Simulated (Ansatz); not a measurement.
# Mg3Zn2O5: the cost of one run

Computed with Ansatz 0.2.0 (DFT r2SCAN, scalar-relativistic, plane waves, PAW).

1 further run of the same task is left out (set aside as unsound or not needed). Runs told in other sessions of the task aren't counted.

### 1 Starting point

Symmetry: I4/mmm, No. 139, tetragonal system. Conventional cell: a = 3.031 Å, b = 3.031 Å, c = 21.441 Å, α = 90.00°, β = 90.00°, γ = 90.00°. Around Mg (site symmetry 4mm) lie 6 O at 2.13 to 2.14 Å. Mg (site symmetry 4/mmm) is surrounded by 6 O at 2.11 to 2.14 Å. Around Zn (site symmetry 4mm) lie 6 O at 2.14 to 2.18 Å. Around O (site symmetry 4/mmm) lie 6 Mg at 2.13 to 2.14 Å. Around O (site symmetry 4mm) lie 5 Mg at 2.11 to 2.14 Å and 1 Zn at 2.17 Å. Around O (site symmetry 4mm) lie 1 Mg at 2.13 Å and 5 Zn at 2.14 to 2.18 Å.

As a file:

```xyz
10
Lattice="-1.5154 1.5154 10.7206 1.5154 -1.5154 10.7206 1.5154 1.5154 -10.7206" Properties=species:S:1:pos:R:3 pbc="T T T"
Mg    0.0000    0.0000   12.8553
Mg    0.0000    0.0000    0.0000
Mg    0.0000    0.0000    8.5860
Zn    0.0000    0.0000   17.1596
Zn    0.0000    0.0000    4.2816
O     0.0000    0.0000   10.7206
O     0.0000    0.0000   19.3308
O     0.0000    0.0000    6.4571
O     0.0000    0.0000   14.9841
O     0.0000    0.0000    2.1104
```

It is the end of an earlier relaxation with the same method, from a generated guess; it is a trial structure. At a tolerance of 0.02 Å it has space group I4/mmm (No. 139); it has 9.85 Å³/atom, an uncorrected energy of -2.12 eV/atom over the elements and, on its mesh, gap 2.06 eV.

### 2 Level of theory: r2SCAN

input.yaml

```yaml
crystal:
  lattice:
    - [-1.5153645611, 1.5153645611, 10.7206203508]
    - [1.5153645611, -1.5153645611, 10.7206203508]
    - [1.5153645611, 1.5153645611, -10.7206203508]
  atoms:
    - { symbol: Mg, position: [0.5995578377, 0.5995578377, 0.0] }
    - { symbol: Mg, position: [0.0, 0.0, 0.0] }
    - { symbol: Mg, position: [0.4004421623, 0.4004421623, 0.0] }
    - { symbol: Zn, position: [0.8003084748, 0.8003084748, 0.0] }
    - { symbol: Zn, position: [0.1996915252, 0.1996915252, 0.0] }
    - { symbol: O, position: [0.5, 0.5, 0.0] }
    - { symbol: O, position: [0.9015714542, 0.9015714542, 0.0] }
    - { symbol: O, position: [0.3011547952, 0.3011547952, 0.0] }
    - { symbol: O, position: [0.6988452048, 0.6988452048, 0.0] }
    - { symbol: O, position: [0.0984285458, 0.0984285458, 0.0] }
basis:
  ecutwfc: 500
kpoints:
  mp_grid: { grid: [12, 12, 12] }
  band_path:
    path:
      - [[0.0, 0.0, 0.0], [0.0, 0.0, 0.5], [0.25, 0.25, 0.25], [0.0, 0.5, 0.0], [0.0, 0.0, 0.0], [0.5, 0.5, -0.5], [0.25499499, 0.74500501, -0.25499499]]
      - [[-0.25499499, 0.25499499, 0.25499499], [0.0, 0.0, 0.0]]
      - [[0.0, 0.0, 0.5], [-0.00998998, 0.00998998, 0.5]]
      - [[0.5, 0.5, -0.00998998], [0.5, 0.5, -0.5]]
    npoints: 14
hamiltonian:
  xc: r2scan
scf:
  occupations: { method: gaussian, width: 0.02 }
  n_extra_bands: 25
output:
  forces: true
  stress: true
  eigenvalues: true
  populations: true
  dos: { projected: true, de: 0.02, nscf_kmesh: { grid: [18, 18, 18] } }
  bader: true
  write_density: true
  write_potential: true
  elf: true
  volumetric_format: npy
```

Run with:

```console
$ ansatz run input.yaml --threads 4 --pin off --max-ram 8192MiB --backend cpu --events-out ev --progress --plain --runs-dir out
```

What time and memory should one allow on 4 threads of Intel Xeon at 2.50GHz (Skylake/Cascade Lake), shared host?

About 3.7 min, with a peak of 2.5 GiB.
